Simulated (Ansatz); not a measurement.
Input and command of a calculation in Ansatz (plane waves; scalar-relativistic PAW potentials unless the input names others):

```yaml
crystal:
  lattice:
    - [-1.5764743774, -2.7305337185, 0.0]
    - [1.5764743774, -2.7305337185, 0.0]
    - [0.2627457296, -1.3652668593, 17.9896049492]
  atoms:
    - { symbol: Mo, position: [0.8816471214, 0.7632942428, 0.7101172715] }
    - { symbol: Mo, position: [0.3260915659, 0.3188497984, 0.0434506048] }
    - { symbol: Mo, position: [0.6038693436, 0.5410720206, 0.3767839382] }
    - { symbol: S, position: [0.9227234789, 0.8454469579, 0.4636591264] }
    - { symbol: S, position: [0.2005012567, 0.0676691801, 0.7969924598] }
    - { symbol: S, position: [0.6449457011, 0.6232247356, 0.1303257931] }
    - { symbol: S, position: [0.9516960663, 0.9033921326, 0.2898236021] }
    - { symbol: S, position: [0.2294738441, 0.1256143549, 0.6231569354] }
    - { symbol: S, position: [0.5072516219, 0.3478365771, 0.9564902687] }
basis:
  ecutwfc: 420
kpoints:
  mp_grid: { grid: [10, 10, 2] }
hamiltonian:
  xc: pbe
  dispersion: d3bj
scf:
  occupations: { method: gaussian, width: 0.05 }
  initial_density: { chi_scale: 0.3 }
  lower_state_search: light
output:
  forces: true
  eigenvalues: true
  stress: true
```

```bash
ansatz run input.yaml --threads 2 --pin off --max-ram 5120MiB --backend cpu --events-out ev --progress --plain --runs-dir out
```

Abridged log:
```
Pseudopotentials: kind: paw
Pseudopotential: Mo, paw, valence charge 14, recommended cutoff 420 eV (normal)
Pseudopotential: S, paw, valence charge 6, recommended cutoff 420 eV (normal)
Functional definition: PBE
Crystal: 9 atoms, lattice volume = 154.877 Å³
Basis set: ecut = 420 eV, 2993 PW (Γ), exchange–correlation on 48×48×250 points (8 copies of the dense FFT grid, shifted against one another)
Bands: 48, of which v1, the nominal top of the filled ones, is band 39 counted from 1 (38 counted from 0)
Symmetry: 1 space group operations
Space group: P1 (ITA 1), of the structure as read, at distance tolerance 5.4e-5 Å
k-points: 104 of 200 (time reversal used)
Initial density: superposition of atomic densities (chi_scale 0.3, normalization cell, long waves kept (reshape's long-wave potential 0.19 eV rms))
Initial wavefunctions: pseudopotential atomic-orbital guess
Functional: x = pbe(κ = 0.804, μ = 0.21951497), c = pbe(β = 0.06672455)
SCF iter   1: F=—  HF=-20292.607561 eV  |F-HF|=—  |Δ(HF+E_count)|=         —  Δρ=9.62e-2  dr2=5.77e1  ethr=3.10e-3  ⟨swp⟩=7.4  Hψ=23956  notcnv=0  defer=3
SCF iter   2: F=—  HF=-20287.328700 eV  |F-HF|=—  |Δ(HF+E_count)|=    5.28e0  Δρ=5.24e-2  dr2=2.15e1  ethr=3.10e-3  ⟨swp⟩=3.0  Hψ=9247  notcnv=0  defer=290
SCF iter   3: F=—  HF=-20283.729230 eV  |F-HF|=—  |Δ(HF+E_count)|=    3.60e0  Δρ=1.20e-2  dr2=8.64e-1  ethr=3.10e-3  ⟨swp⟩=4.6  Hψ=11100  notcnv=0  defer=295
SCF iter   4: F=—  HF=-20283.599761 eV  |F-HF|=—  |Δ(HF+E_count)|=   1.29e-1  Δρ=4.39e-3  dr2=6.05e-2  ethr=1.11e-3  ⟨swp⟩=3.2  Hψ=7649  notcnv=0  defer=256
SCF iter   5: F=—  HF=-20283.603009 eV  |F-HF|=—  |Δ(HF+E_count)|=   3.25e-3  Δρ=1.29e-3  dr2=4.71e-3  ethr=7.76e-5  ⟨swp⟩=3.0  Hψ=7988  notcnv=0  defer=243
SCF iter   6: F=—  HF=-20283.604875 eV  |F-HF|=—  |Δ(HF+E_count)|=   1.87e-3  Δρ=3.39e-4  dr2=3.34e-4  ethr=6.04e-6  ⟨swp⟩=2.0  Hψ=7503  notcnv=0  defer=139
automatic band count: iteration 6 solves 47 bands in place of 48: the levels show a gap, and the empty bands left out lie too high to hold charge; the band table lists the bands solved (type scf.n_extra_bands for more)
SCF iter   7: F=—  HF=-20283.605097 eV  |F-HF|=—  |Δ(HF+E_count)|=   2.22e-4  Δρ=1.01e-4  dr2=2.72e-5  ethr=4.29e-7  ⟨swp⟩=2.0  Hψ=7397  notcnv=0  defer=139
SCF iter   8: F=—  HF=-20283.604886 eV  |F-HF|=—  |Δ(HF+E_count)|=   2.11e-4  Δρ=2.98e-5  dr2=3.25e-6  ethr=3.48e-8  ⟨swp⟩=2.0  Hψ=7330  notcnv=0  defer=138
SCF iter   9: F=—  HF=-20283.604887 eV  |F-HF|=—  |Δ(HF+E_count)|=   1.17e-6  Δρ=8.63e-6  dr2=2.52e-7  ethr=4.17e-9  ⟨swp⟩=2.0  Hψ=6996  notcnv=0  defer=138
SCF iter  10: F=-20283.604887 eV  HF=-20283.604887 eV  |F-HF|=4.33e-9  |Δ(HF+E_count)|=   7.88e-8  Δρ=1.76e-6  dr2=1.39e-8  ethr=1.28e-10  ⟨swp⟩=10.0  Hψ=22122  notcnv=0
SCF 1 converged in 10 iterations: F = -20283.604887 eV  dr2 = 1.39e-8
SCF converged after 10 iterations
Free energy (F): -20283.604887 eV
Harris-Foulkes:  -20283.604887 eV  (|F-HF|=4.33e-9)
Internal energy: -20283.604885 eV  (E = F + TS)
E sigma→0 (E₀):  -20283.604886 eV
Entropy (-TS):   -0.000002 eV ( 0.000 meV/atom)
Fermi energy:    11.989184 eV
  E_disp       = -3.972779  (pairwise vdW)
--- Forces (eV/Å), atoms counted from 1 ---
  atom   1  Mo    -0.00306730    -0.00992297     0.01549296
  atom   2  Mo     4.61924705     8.00546409    32.13918665
  atom   3  Mo    -0.00171318     0.00371983     0.02956899
  atom   4  S     -0.00088034     0.00015717    -0.01785218
  atom   5  S     -0.00417795    -0.01487309     0.05114803
  atom   6  S      0.45721667     0.87877377     0.53232152
  atom   7  S      0.00233960     0.00450123    -0.03296865
  atom   8  S     -0.00043553    -0.00157735    -0.02536723
  atom   9  S     -5.06852903    -8.86623854   -32.69150319
--- Stress (GPa, compression-positive) ---
        5.182622       3.139966       8.976426
        3.139966       5.944479      15.955229
        8.976427      15.955229      53.556753
  P = ⅓ Tr σ = 21.5613 GPa (215.613 kbar)
```

Apart from outputs and empty bands, the input differs from a reference run on usual settings in scf.initial_density.chi_scale: not typed → 0.3; scf.lower_state_search: not typed → "light". The reference, at the same geometry (not necessarily relaxed), gave pressure 21.56 GPa, largest force 34.250 eV/Å, gap on the mesh 0.25 eV. This run converged in 10 SCF iterations (reference: 8) with an energy at zero smearing within 0.01 meV/atom of the reference's, pressure 21.56 GPa, largest force 34.250 eV/Å, gap on the mesh 0.25 eV.

Time: 17 s on 2 threads of Intel(R) Xeon(R) 6975P-C (Granite Rapids) (shared host), peak memory 0.78 GiB.